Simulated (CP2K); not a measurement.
CdSe:

```
CELL_PARAMETERS angstrom
4.34202 0.00000 0.00000
2.17101 3.76030 0.00000
2.17101 1.25343 3.54524
ATOMIC_POSITIONS crystal
Cd 0.00000 0.00000 0.00000
Se 0.25000 0.25000 0.25000
```

Measurements of this composition are mostly on another form, of space group No. 186.

Program: CP2K 2026.2. Alike in all runs: no spin polarisation; cell as given; k mesh 8 × 8 × 8; smearing fermi-dirac 0.05 eV.

**Question.** Order these runs on this cell by their pressure, lowest first.
A. level PBEsol; potentials or basis POTENTIAL_UZH Cd GTH-PBE-q12, Se GTH-PBE-q6; TZVP-MOLOPT-PBE-GTH basis; NGRIDS 5; hirshfeld SHAPE_FUNCTION GAUSSIAN; VORONOI_RADII COVALENT; CUTOFF of the grids 675 Ry
B. level vdW-DF2; potentials or basis POTENTIAL_UZH Cd GTH-PBE-q12, Se GTH-PBE-q6; TZVP-MOLOPT-PBE-GTH basis; NGRIDS 5; hirshfeld SHAPE_FUNCTION GAUSSIAN; VORONOI_RADII COVALENT; CUTOFF of the grids 675 Ry
C. level PBE; potentials or basis POTENTIAL_UZH Cd GTH-PBE-q12, Se GTH-PBE-q6; TZVP-MOLOPT-PBE-GTH basis; NGRIDS 5; hirshfeld SHAPE_FUNCTION GAUSSIAN; VORONOI_RADII COVALENT; CUTOFF of the grids 675 Ry
D. level LDA; potentials or basis GTH_POTENTIALS Cd GTH-PADE-q12, Se GTH-PADE-q6; TZVP-MOLOPT-PBE-GTH basis; NGRIDS 4; CUTOFF of the grids 450 Ry; points a segment of the path (NPOINTS) 6

**Answer.** D (-2.8 GPa), A (-0.4 GPa), C (1.8 GPa), B (5.6 GPa).

Caveats: the basis of atomic orbitals isn't converged, which shifts pressures, moduli and gaps; the potentials were made for another functional, which shifts forces and pressure (some runs).

Not every run made on this cell is shown here.
